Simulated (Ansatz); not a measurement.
Crystal: Si2Mo.

```xyz
3
Lattice="-1.6000 1.6000 3.9305 1.6000 -1.6000 3.9305 1.6000 1.6000 -3.9305" Properties=species:S:1:pos:R:3 pbc="T T T"
Mo    0.0000    0.0000    0.0000
Si    0.0000    0.0000    5.2433
Si    0.0000    0.0000    2.6177
```

| Quantity | Value |
| --- | --- |
| Program | Ansatz 0.2.0 |
| Task | relaxation of cell and atoms |
| Functional | PBE |
| Dispersion | D3(BJ) |
| Potentials or basis | Ansatz PAW |
| Cutoff | 420 eV (not typed: the program's choice for these potentials) |
| k mesh | 12 × 12 × 12 |
| Occupations | fermi-dirac, width 0.05 eV |
| Spin | no spin polarisation |

At the start: volume 13.42 Å³/atom.

**Question.** How do energy, volume and symmetry change on relaxing?

**Answer.** It ends after 5 steps and the volume is 13.13 Å³/atom (-2.2 %); space group I4/mmm (No. 139, to 0.05 Å).

The path:
```csv
step,energy change (eV),largest force (eV/Å),volume (Å³)
1,0.0000,0.2818,40.25
2,-0.0162,0.0131,39.11
3,-0.0175,0.0102,39.39
4,-0.0175,0.0039,39.38
5,-0.0173,0.0039,39.38
```

Final structure:
```xyz
3
Lattice="-1.5892 1.5892 3.8984 1.5892 -1.5892 3.8984 1.5892 1.5892 -3.8984" Properties=species:S:1:pos:R:3 pbc="T T T"
Mo    0.0000    0.0000    0.0000
Si    0.0000    0.0000    5.1883
Si    0.0000    0.0000    2.6086
```

Caveat: the plane-wave basis is chosen anew once the cell has moved, so the energies of steps on either side of that aren't comparable.
